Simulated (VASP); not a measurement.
# W (Fm-3m) in VASP: notebook, part 4 of 8

VASP 6.6.1.

## 37. Equation of state, PBE, 17.23 Å³/atom

Contents of INCAR:

```
  PREC = Accurate
  ENCUT = 600
  EDIFF = 1E-7
  ISMEAR = 0
  SIGMA = 0.15
  LREAL = False
  LASPH = True
  NELM = 100
  ALGO = Normal
  ISIF = 2
  LWAVE = False
  LCHARG = False
  GGA = PE
  ADDGRID = False
```

Contents of KPOINTS:

```
Automatic mesh
0
Gamma
  5 5 5
```

Contents of POSCAR:

```
W
1.0
    0.0000000000      2.0501003171      2.0501003171
    2.0501003171      0.0000000000      2.0501003171
    2.0501003171      2.0501003171      0.0000000000
W
1
Direct
    0.0000000000      0.0000000000      0.0000000000
```

Launch:

```bash
$ cat potpaw_PBE.64/W_sv/POTCAR > POTCAR
$ mpirun -np 1 vasp_std > vasp.out
```

Run time: 2.8 s. Hardware: 1 thread of Intel Xeon Platinum 8488C (Sapphire Rapids), shared host; peak memory 0.13 GiB.

These settings aren't checked as converged: the numbers below hold their error.

What came out:

| Item | Value |
| --- | --- |
| Free energy | -12.4714 eV |
| Pressure | -12.2 GPa |
| Band gap on the k mesh | none (metal or under the smearing width) |

Caveat: the k mesh is coarse (spacing up to 0.53 Å⁻¹), so the values aren't converged.

## 38. Equation of state, PBE, 16.23 Å³/atom

Edit INCAR of step 37 so:

```diff
@@ -1,3 +1,3 @@
   PREC = Accurate
-  ENCUT = 600
+  ENCUT = 500
   EDIFF = 1E-7
```

Contents of KPOINTS:

```
Automatic mesh
0
Gamma
  6 6 6
```

Contents of POSCAR:

```
W
1.0
    0.0000000000      2.0094935475      2.0094935475
    2.0094935475      0.0000000000      2.0094935475
    2.0094935475      2.0094935475      0.0000000000
W
1
Direct
    0.0000000000      0.0000000000      0.0000000000
```

Launch:

```bash
$ cat potpaw_PBE.64/W_sv/POTCAR > POTCAR
$ mpirun -np 1 vasp_std > vasp.out
```

It took 3.2 s on 1 thread of Intel Xeon Platinum 8488C (Sapphire Rapids), shared host; peak memory 0.14 GiB.

These settings aren't checked as converged: the numbers below hold their error.

Results:

```yaml
Free_energy: -12.4215 eV
Pressure: 4.4 GPa
Band_gap_on_the_k_mesh: none (metal or under the smearing width)
```

Caveat: the k mesh is coarse (spacing up to 0.45 Å⁻¹), so the values aren't converged.

## 39. Equation of state, PBE, 17.23 Å³/atom

INCAR is that of step 38.

KPOINTS is that of step 38.

Contents of POSCAR:

```
W
1.0
    0.0000000000      2.0501003171      2.0501003171
    2.0501003171      0.0000000000      2.0501003171
    2.0501003171      2.0501003171      0.0000000000
W
1
Direct
    0.0000000000      0.0000000000      0.0000000000
```

Potentials or basis: VASP PAW PBE potentials, release 64 (W_sv).

Launch:

```bash
$ cat potpaw_PBE.64/W_sv/POTCAR > POTCAR
$ mpirun -np 1 vasp_std > vasp.out
```

It took 3 s on 1 thread of Intel Xeon Platinum 8488C (Sapphire Rapids), shared host; peak memory 0.14 GiB.

The run converged, but some of its settings lie outside the range that counts as converged, so its numbers aren't taken as properties of the crystal.

What came out:

- Free energy: -12.3993 eV
- Pressure: -11.0 GPa
- Band gap on the k mesh: none (metal or under the smearing width)

Caveat: the k mesh is coarse (spacing up to 0.44 Å⁻¹), so the values aren't converged.

## 40. Equation of state, PBE, 16.23 Å³/atom

Edit INCAR of step 39 so:

```diff
@@ -1,3 +1,3 @@
   PREC = Accurate
-  ENCUT = 500
+  ENCUT = 200
   EDIFF = 1E-7
```

Contents of KPOINTS:

```
Automatic mesh
0
Gamma
  10 10 10
```

Contents of POSCAR:

```
W
1.0
    0.0000000000      2.0094935475      2.0094935475
    2.0094935475      0.0000000000      2.0094935475
    2.0094935475      2.0094935475      0.0000000000
W
1
Direct
    0.0000000000      0.0000000000      0.0000000000
```

Launch:

```bash
$ cat potpaw_PBE.64/W_sv/POTCAR > POTCAR
$ mpirun -np 1 vasp_std > vasp.out
```

Wall time 2.3 s (1 thread of Intel Xeon Platinum 8488C (Sapphire Rapids), shared host); peak memory 0.11 GiB.

The run converged, but a check on its numbers failed (symmetry, net force, bounds or a known fault of this set-up), so they aren't taken as properties of the crystal.

Caveat: the cutoff lies under the usual one of these potentials, so the numbers hold a large basis-set error.

## 41. Equation of state, PBE, 17.23 Å³/atom

INCAR is that of step 40.

KPOINTS is that of step 40.

Contents of POSCAR:

```
W
1.0
    0.0000000000      2.0501003171      2.0501003171
    2.0501003171      0.0000000000      2.0501003171
    2.0501003171      2.0501003171      0.0000000000
W
1
Direct
    0.0000000000      0.0000000000      0.0000000000
```

Launch:

```bash
$ cat potpaw_PBE.64/W_sv/POTCAR > POTCAR
$ mpirun -np 1 vasp_std > vasp.out
```

Run time: 2 s. Hardware: 1 thread of Intel Xeon Platinum 8488C (Sapphire Rapids), shared host; peak memory 0.11 GiB.

The run converged, but a check on its numbers failed (symmetry, net force, bounds or a known fault of this set-up), so they aren't taken as properties of the crystal.

Caveat: the cutoff lies under the usual one of these potentials, so the numbers hold a large basis-set error.

## 42. Equation of state, PBE, 16.23 Å³/atom

Edit INCAR of step 41 so:

```diff
@@ -1,3 +1,3 @@
   PREC = Accurate
-  ENCUT = 200
+  ENCUT = 600
   EDIFF = 1E-7
```

Contents of KPOINTS:

```
Automatic mesh
0
Gamma
  6 6 6
```

Contents of POSCAR:

```
W
1.0
    0.0000000000      2.0094935475      2.0094935475
    2.0094935475      0.0000000000      2.0094935475
    2.0094935475      2.0094935475      0.0000000000
W
1
Direct
    0.0000000000      0.0000000000      0.0000000000
```

Potentials or basis: VASP PAW PBE potentials, release 64 (W_sv).

Launch:

```bash
$ cat potpaw_PBE.64/W_sv/POTCAR > POTCAR
$ mpirun -np 1 vasp_std > vasp.out
```

Run time: 3.2 s. Hardware: 1 thread of Intel Xeon Platinum 8488C (Sapphire Rapids), shared host; peak memory 0.14 GiB.

These settings aren't checked as converged: the numbers below hold their error.

What came out:

```
Free energy            : -12.4216 eV
Pressure               : 4.5 GPa
Band gap on the k mesh : none (metal or under the smearing width)
```

Caveat: the k mesh is coarse (spacing up to 0.45 Å⁻¹), so the values aren't converged.

## 43. Equation of state, PBE, 17.23 Å³/atom

INCAR is that of step 42.

KPOINTS is that of step 42.

Contents of POSCAR:

```
W
1.0
    0.0000000000      2.0501003171      2.0501003171
    2.0501003171      0.0000000000      2.0501003171
    2.0501003171      2.0501003171      0.0000000000
W
1
Direct
    0.0000000000      0.0000000000      0.0000000000
```

Launch:

```bash
$ cat potpaw_PBE.64/W_sv/POTCAR > POTCAR
$ mpirun -np 1 vasp_std > vasp.out
```

Wall time 3.1 s (1 thread of Intel Xeon Platinum 8488C (Sapphire Rapids), shared host); peak memory 0.13 GiB.

These settings aren't checked as converged: the numbers below hold their error.

Results:

| Item | Value |
| --- | --- |
| Free energy | -12.3994 eV |
| Pressure | -10.9 GPa |
| Band gap on the k mesh | none (metal or under the smearing width) |

Caveat: the k mesh is coarse (spacing up to 0.44 Å⁻¹), so the values aren't converged.

## 44. Equation of state, PBE, 16.23 Å³/atom

Edit INCAR of step 43 so:

```diff
@@ -1,3 +1,3 @@
   PREC = Accurate
-  ENCUT = 600
+  ENCUT = 250
   EDIFF = 1E-7
```

Contents of KPOINTS:

```
Automatic mesh
0
Gamma
  10 10 10
```

Contents of POSCAR:

```
W
1.0
    0.0000000000      2.0094935475      2.0094935475
    2.0094935475      0.0000000000      2.0094935475
    2.0094935475      2.0094935475      0.0000000000
W
1
Direct
    0.0000000000      0.0000000000      0.0000000000
```

Launch:

```bash
$ cat potpaw_PBE.64/W_sv/POTCAR > POTCAR
$ mpirun -np 1 vasp_std > vasp.out
```

Wall time 2.5 s (1 thread of Intel Xeon Platinum 8488C (Sapphire Rapids), shared host); peak memory 0.11 GiB.

These settings aren't checked as converged: the numbers below hold their error.

Results:

| Quantity | Value |
| --- | --- |
| Free energy | -12.4662 eV |
| Band gap on the k mesh | none (metal or under the smearing width) |

Caveat: the cutoff is under 1.25 times the usual one of these potentials, so pressure, stress and relaxed cells hold a basis-set (Pulay) error.

## 45. Equation of state, PBE, 17.23 Å³/atom

INCAR is that of step 44.

KPOINTS is that of step 44.

Contents of POSCAR:

```
W
1.0
    0.0000000000      2.0501003171      2.0501003171
    2.0501003171      0.0000000000      2.0501003171
    2.0501003171      2.0501003171      0.0000000000
W
1
Direct
    0.0000000000      0.0000000000      0.0000000000
```

Potentials or basis: VASP PAW PBE potentials, release 64 (W_sv).

Launch:

```bash
$ cat potpaw_PBE.64/W_sv/POTCAR > POTCAR
$ mpirun -np 1 vasp_std > vasp.out
```

It took 2.6 s on 1 thread of Intel Xeon Platinum 8488C (Sapphire Rapids), shared host; peak memory 0.11 GiB.

The run converged, but some of its settings lie outside the range that counts as converged, so its numbers aren't taken as properties of the crystal.

Results:

| Property | Result |
| --- | --- |
| Free energy | -12.4452 eV |
| Band gap on the k mesh | none (metal or under the smearing width) |

Caveat: the cutoff is under 1.25 times the usual one of these potentials, so pressure, stress and relaxed cells hold a basis-set (Pulay) error.

## 46. Equation of state, PBE, 16.23 Å³/atom

Edit INCAR of step 45 so:

```diff
@@ -1,3 +1,3 @@
   PREC = Accurate
-  ENCUT = 250
+  ENCUT = 200
   EDIFF = 1E-7
```

Contents of KPOINTS:

```
Automatic mesh
0
Gamma
  12 12 12
```

Contents of POSCAR:

```
W
1.0
    0.0000000000      2.0094935475      2.0094935475
    2.0094935475      0.0000000000      2.0094935475
    2.0094935475      2.0094935475      0.0000000000
W
1
Direct
    0.0000000000      0.0000000000      0.0000000000
```

Launch:

```bash
$ cat potpaw_PBE.64/W_sv/POTCAR > POTCAR
$ mpirun -np 1 vasp_std > vasp.out
```

Wall time 2.6 s (1 thread of Intel Xeon Platinum 8488C (Sapphire Rapids), shared host); peak memory 0.11 GiB.

The run converged, but a check on its numbers failed (symmetry, net force, bounds or a known fault of this set-up), so they aren't taken as properties of the crystal.

Caveat: the cutoff lies under the usual one of these potentials, so the numbers hold a large basis-set error.

## 47. Equation of state, PBE, 17.23 Å³/atom

INCAR is that of step 46.

KPOINTS is that of step 46.

Contents of POSCAR:

```
W
1.0
    0.0000000000      2.0501003171      2.0501003171
    2.0501003171      0.0000000000      2.0501003171
    2.0501003171      2.0501003171      0.0000000000
W
1
Direct
    0.0000000000      0.0000000000      0.0000000000
```

Launch:

```bash
$ cat potpaw_PBE.64/W_sv/POTCAR > POTCAR
$ mpirun -np 1 vasp_std > vasp.out
```

Wall time 2.3 s (1 thread of Intel Xeon Platinum 8488C (Sapphire Rapids), shared host); peak memory 0.11 GiB.

The run converged, but a check on its numbers failed (symmetry, net force, bounds or a known fault of this set-up), so they aren't taken as properties of the crystal.

Caveat: the cutoff lies under the usual one of these potentials, so the numbers hold a large basis-set error.

## 48. Equation of state, PBE, 16.23 Å³/atom

Edit INCAR of step 47 so:

```diff
@@ -1,3 +1,3 @@
   PREC = Accurate
-  ENCUT = 200
+  ENCUT = 350
   EDIFF = 1E-7
```

Contents of KPOINTS:

```
Automatic mesh
0
Gamma
  10 10 10
```

Contents of POSCAR:

```
W
1.0
    0.0000000000      2.0094935475      2.0094935475
    2.0094935475      0.0000000000      2.0094935475
    2.0094935475      2.0094935475      0.0000000000
W
1
Direct
    0.0000000000      0.0000000000      0.0000000000
```

Potentials or basis: VASP PAW PBE potentials, release 64 (W_sv).

Launch:

```bash
$ cat potpaw_PBE.64/W_sv/POTCAR > POTCAR
$ mpirun -np 1 vasp_std > vasp.out
```

Wall time 4 s (1 thread of Intel Xeon Platinum 8488C (Sapphire Rapids), shared host); peak memory 0.12 GiB.

The run converged, but some of its settings lie outside the range that counts as converged, so its numbers aren't taken as properties of the crystal.

Results:

| Quantity | Value |
| --- | --- |
| Free energy | -12.4658 eV |
| Pressure | 4.7 GPa |
| Band gap on the k mesh | none (metal or under the smearing width) |

## 49. Equation of state, PBE, 17.23 Å³/atom

INCAR is that of step 48.

KPOINTS is that of step 48.

Contents of POSCAR:

```
W
1.0
    0.0000000000      2.0501003171      2.0501003171
    2.0501003171      0.0000000000      2.0501003171
    2.0501003171      2.0501003171      0.0000000000
W
1
Direct
    0.0000000000      0.0000000000      0.0000000000
```

Launch:

```bash
$ cat potpaw_PBE.64/W_sv/POTCAR > POTCAR
$ mpirun -np 1 vasp_std > vasp.out
```

Wall time 3.9 s (1 thread of Intel Xeon Platinum 8488C (Sapphire Rapids), shared host); peak memory 0.12 GiB.

These settings aren't checked as converged: the numbers below hold their error.

What came out:

```
Free energy            : -12.4447 eV
Pressure               : -11.4 GPa
Band gap on the k mesh : none (metal or under the smearing width)
```

## 50. Equation of state, PBE, 16.23 Å³/atom

Edit INCAR of step 49 so:

```diff
@@ -1,3 +1,3 @@
   PREC = Accurate
-  ENCUT = 350
+  ENCUT = 250
   EDIFF = 1E-7
```

Contents of KPOINTS:

```
Automatic mesh
0
Gamma
  12 12 12
```

Contents of POSCAR:

```
W
1.0
    0.0000000000      2.0094935475      2.0094935475
    2.0094935475      0.0000000000      2.0094935475
    2.0094935475      2.0094935475      0.0000000000
W
1
Direct
    0.0000000000      0.0000000000      0.0000000000
```

Launch:

```bash
$ cat potpaw_PBE.64/W_sv/POTCAR > POTCAR
$ mpirun -np 1 vasp_std > vasp.out
```

Wall time 3.1 s (1 thread of Intel Xeon Platinum 8488C (Sapphire Rapids), shared host); peak memory 0.11 GiB.

The run converged, but some of its settings lie outside the range that counts as converged, so its numbers aren't taken as properties of the crystal.

What came out:

```
Free energy            : -12.4757 eV
Band gap on the k mesh : none (metal or under the smearing width)
```

Caveat: the cutoff is under 1.25 times the usual one of these potentials, so pressure, stress and relaxed cells hold a basis-set (Pulay) error.

## 51. Equation of state, PBE, 17.23 Å³/atom

INCAR is that of step 50.

KPOINTS is that of step 50.

Contents of POSCAR:

```
W
1.0
    0.0000000000      2.0501003171      2.0501003171
    2.0501003171      0.0000000000      2.0501003171
    2.0501003171      2.0501003171      0.0000000000
W
1
Direct
    0.0000000000      0.0000000000      0.0000000000
```

Potentials or basis: VASP PAW PBE potentials, release 64 (W_sv).

Launch:

```bash
$ cat potpaw_PBE.64/W_sv/POTCAR > POTCAR
$ mpirun -np 1 vasp_std > vasp.out
```

Wall time 3.7 s (1 thread of Intel Xeon Platinum 8488C (Sapphire Rapids), shared host); peak memory 0.11 GiB.

The run converged, but some of its settings lie outside the range that counts as converged, so its numbers aren't taken as properties of the crystal.

What came out:

| Property | Result |
| --- | --- |
| Free energy | -12.4492 eV |
| Band gap on the k mesh | none (metal or under the smearing width) |

Caveat: the cutoff is under 1.25 times the usual one of these potentials, so pressure, stress and relaxed cells hold a basis-set (Pulay) error.

## 52. Equation of state, PBE, 16.23 Å³/atom

Edit INCAR of step 51 so:

```diff
@@ -1,3 +1,3 @@
   PREC = Accurate
-  ENCUT = 250
+  ENCUT = 400
   EDIFF = 1E-7
```

Contents of KPOINTS:

```
Automatic mesh
0
Gamma
  10 10 10
```

Contents of POSCAR:

```
W
1.0
    0.0000000000      2.0094935475      2.0094935475
    2.0094935475      0.0000000000      2.0094935475
    2.0094935475      2.0094935475      0.0000000000
W
1
Direct
    0.0000000000      0.0000000000      0.0000000000
```

Launch:

```bash
$ cat potpaw_PBE.64/W_sv/POTCAR > POTCAR
$ mpirun -np 1 vasp_std > vasp.out
```

Run time: 4.9 s. Hardware: 1 thread of Intel Xeon Platinum 8488C (Sapphire Rapids), shared host; peak memory 0.12 GiB.

These settings aren't checked as converged: the numbers below hold their error.

Results:

```
Free energy            : -12.4662 eV
Pressure               : 5.0 GPa
Band gap on the k mesh : none (metal or under the smearing width)
```

## 53. Equation of state, PBE, 17.23 Å³/atom

INCAR is that of step 52.

KPOINTS is that of step 52.

Contents of POSCAR:

```
W
1.0
    0.0000000000      2.0501003171      2.0501003171
    2.0501003171      0.0000000000      2.0501003171
    2.0501003171      2.0501003171      0.0000000000
W
1
Direct
    0.0000000000      0.0000000000      0.0000000000
```

Launch:

```bash
$ cat potpaw_PBE.64/W_sv/POTCAR > POTCAR
$ mpirun -np 1 vasp_std > vasp.out
```

Wall time 5 s (1 thread of Intel Xeon Platinum 8488C (Sapphire Rapids), shared host); peak memory 0.12 GiB.

These settings aren't checked as converged: the numbers below hold their error.

What came out:

| Item | Value |
| --- | --- |
| Free energy | -12.4448 eV |
| Pressure | -11.2 GPa |
| Band gap on the k mesh | none (metal or under the smearing width) |

## 54. Equation of state, PBE, 16.23 Å³/atom

Edit INCAR of step 53 so:

```diff
@@ -4,3 +4,3 @@
   ISMEAR = 0
-  SIGMA = 0.15
+  SIGMA = 0.4
   LREAL = False
```

KPOINTS is that of step 53.

Contents of POSCAR:

```
W
1.0
    0.0000000000      2.0094935475      2.0094935475
    2.0094935475      0.0000000000      2.0094935475
    2.0094935475      2.0094935475      0.0000000000
W
1
Direct
    0.0000000000      0.0000000000      0.0000000000
```

Potentials or basis: VASP PAW PBE potentials, release 64 (W_sv).

Launch:

```bash
$ cat potpaw_PBE.64/W_sv/POTCAR > POTCAR
$ mpirun -np 1 vasp_std > vasp.out
```

Wall time 4.7 s (1 thread of Intel Xeon Platinum 8488C (Sapphire Rapids), shared host); peak memory 0.12 GiB.

The run converged, but some of its settings lie outside the range that counts as converged, so its numbers aren't taken as properties of the crystal.

Results:

* Free energy: -12.5090 eV
* Pressure: 5.3 GPa
* Band gap on the k mesh: none (metal or under the smearing width)

## 55. Equation of state, PBE, 17.23 Å³/atom

INCAR is that of step 54.

KPOINTS is that of step 54.

Contents of POSCAR:

```
W
1.0
    0.0000000000      2.0501003171      2.0501003171
    2.0501003171      0.0000000000      2.0501003171
    2.0501003171      2.0501003171      0.0000000000
W
1
Direct
    0.0000000000      0.0000000000      0.0000000000
```

Launch:

```bash
$ cat potpaw_PBE.64/W_sv/POTCAR > POTCAR
$ mpirun -np 1 vasp_std > vasp.out
```

Run time: 4.7 s. Hardware: 1 thread of Intel Xeon Platinum 8488C (Sapphire Rapids), shared host; peak memory 0.12 GiB.

These settings aren't checked as converged: the numbers below hold their error.

Results:

```yaml
Free_energy: -12.4896 eV
Pressure: -10.9 GPa
Band_gap_on_the_k_mesh: none (metal or under the smearing width)
```

## 56. Equation of state, PBE, 16.23 Å³/atom

Edit INCAR of step 55 so:

```diff
@@ -4,3 +4,3 @@
   ISMEAR = 0
-  SIGMA = 0.4
+  SIGMA = 0.2
   LREAL = False
```

KPOINTS is that of step 55.

Contents of POSCAR:

```
W
1.0
    0.0000000000      2.0094935475      2.0094935475
    2.0094935475      0.0000000000      2.0094935475
    2.0094935475      2.0094935475      0.0000000000
W
1
Direct
    0.0000000000      0.0000000000      0.0000000000
```

Launch:

```bash
$ cat potpaw_PBE.64/W_sv/POTCAR > POTCAR
$ mpirun -np 1 vasp_std > vasp.out
```

Run time: 4.5 s. Hardware: 1 thread of Intel Xeon Platinum 8488C (Sapphire Rapids), shared host; peak memory 0.12 GiB.

The run converged, but some of its settings lie outside the range that counts as converged, so its numbers aren't taken as properties of the crystal.

What came out:

| Quantity | Value |
| --- | --- |
| Free energy | -12.4713 eV |
| Pressure | 5.1 GPa |
| Band gap on the k mesh | none (metal or under the smearing width) |

## 57. Equation of state, PBE, 17.23 Å³/atom

INCAR is that of step 56.

KPOINTS is that of step 56.

Contents of POSCAR:

```
W
1.0
    0.0000000000      2.0501003171      2.0501003171
    2.0501003171      0.0000000000      2.0501003171
    2.0501003171      2.0501003171      0.0000000000
W
1
Direct
    0.0000000000      0.0000000000      0.0000000000
```

Potentials or basis: VASP PAW PBE potentials, release 64 (W_sv).

Launch:

```bash
$ cat potpaw_PBE.64/W_sv/POTCAR > POTCAR
$ mpirun -np 1 vasp_std > vasp.out
```

Wall time 4.8 s (1 thread of Intel Xeon Platinum 8488C (Sapphire Rapids), shared host); peak memory 0.12 GiB.

These settings aren't checked as converged: the numbers below hold their error.

Results:

```
Free energy            : -12.4505 eV
Pressure               : -11.1 GPa
Band gap on the k mesh : none (metal or under the smearing width)
```

## 58. Equation of state, PBE, 16.23 Å³/atom

Edit INCAR of step 57 so:

```diff
@@ -4,3 +4,3 @@
   ISMEAR = 0
-  SIGMA = 0.2
+  SIGMA = 0.1
   LREAL = False
```

KPOINTS is that of step 57.

Contents of POSCAR:

```
W
1.0
    0.0000000000      2.0094935475      2.0094935475
    2.0094935475      0.0000000000      2.0094935475
    2.0094935475      2.0094935475      0.0000000000
W
1
Direct
    0.0000000000      0.0000000000      0.0000000000
```

Launch:

```bash
$ cat potpaw_PBE.64/W_sv/POTCAR > POTCAR
$ mpirun -np 1 vasp_std > vasp.out
```

It took 4.7 s on 1 thread of Intel Xeon Platinum 8488C (Sapphire Rapids), shared host; peak memory 0.12 GiB.

These settings aren't checked as converged: the numbers below hold their error.

Results:

```yaml
Free_energy: -12.4631 eV
Pressure: 4.9 GPa
Band_gap_on_the_k_mesh: none (metal or under the smearing width)
```

## 59. Equation of state, PBE, 17.23 Å³/atom

INCAR is that of step 58.

KPOINTS is that of step 58.

Contents of POSCAR:

```
W
1.0
    0.0000000000      2.0501003171      2.0501003171
    2.0501003171      0.0000000000      2.0501003171
    2.0501003171      2.0501003171      0.0000000000
W
1
Direct
    0.0000000000      0.0000000000      0.0000000000
```

Launch:

```bash
$ cat potpaw_PBE.64/W_sv/POTCAR > POTCAR
$ mpirun -np 1 vasp_std > vasp.out
```

Run time: 4.9 s. Hardware: 1 thread of Intel Xeon Platinum 8488C (Sapphire Rapids), shared host; peak memory 0.13 GiB.

The run converged, but some of its settings lie outside the range that counts as converged, so its numbers aren't taken as properties of the crystal.

What came out:

```
Free energy            : -12.4407 eV
Pressure               : -11.3 GPa
Band gap on the k mesh : none (metal or under the smearing width)
```

(Continued in part 5 of 8.)
